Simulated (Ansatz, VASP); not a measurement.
**Zr: VASP beside Ansatz**

Contents of INCAR:

```
  PREC = Accurate
  ENCUT = 600
  EDIFF = 1E-7
  ISMEAR = -1
  SIGMA = 0.1
  LREAL = F
  LASPH = T
  NELM = 100
  ALGO = Normal
  ISIF = 3
  LWAVE = F
  LCHARG = F
  GGA = PS
  IBRION = 2
  NSW = 80
  EDIFFG = -0.01
```

The input KPOINTS:

```
Automatic mesh
0
Gamma
  9 9 9
```

File POSCAR:

```
Zr
1.0
    0.0000000000      3.1558057739      3.1558057739
    3.1558057739      0.0000000000      3.1558057739
    3.1558057739      3.1558057739      0.0000000000
Zr
2
Direct
    0.1250000000      0.1250000000      0.1250000000
    0.8750000000      0.8750000000      0.8750000000
```

Input for Ansatz:

```yaml
crystal:
  lattice:
    - [0.0, 3.1558057739, 3.1558057739]
    - [3.1558057739, 0.0, 3.1558057739]
    - [3.1558057739, 3.1558057739, 0.0]
  atoms:
    - { symbol: Zr, position: [0.125, 0.125, 0.125] }
    - { symbol: Zr, position: [0.875, 0.875, 0.875] }
hamiltonian:
  xc: pbesol
  pseudopotentials:
    kind: paw
    azcp:
      Zr: "pseudopotentials/Zr.paw.azcp"
basis:
  ecutwfc: 420
  fft_grid_basis: typed
kpoints:
  mp_grid: { grid: [9, 9, 9], shift: [0, 0, 0] }
magnetization:
  spin_polarized: false
scf:
  occupations: { method: fermi_dirac, width: 0.1 }
relax:
  max_steps: 60
  f_tol: 0.01
  cell: {}
```

The cell was built by a generator and needn't be a form met in nature.

Alike in both runs: task relaxation of cell and atoms; functional PBEsol; k mesh 9 × 9 × 9; occupations fermi-dirac, width 0.1 eV; no spin polarisation.

```csv
,VASP,Ansatz
version,VASP 6.6.1,Ansatz 0.2.0
potentials or method,"VASP PAW PBE potentials, release 64 (Zr_sv)","plane waves (420 eV) with PAW, scalar-relativistic"
plane-wave cutoff (eV),600,420
valence electrons in the cell,24,24
```

```tsv
	VASP	Ansatz	Ansatz less VASP
relaxed volume (Å³/atom)	29.14	29.00	-0.140
relaxed cell length with the largest relative difference (Å)	4.352	4.345	-0.0070
energy change over the relaxation (meV/atom)	-20	-22	-2.0
```

Ansatz warned: «pseudo_functional_mismatch».

Caveats: the PAW data sets were made with another functional, which shifts forces and pressure a little (VASP).
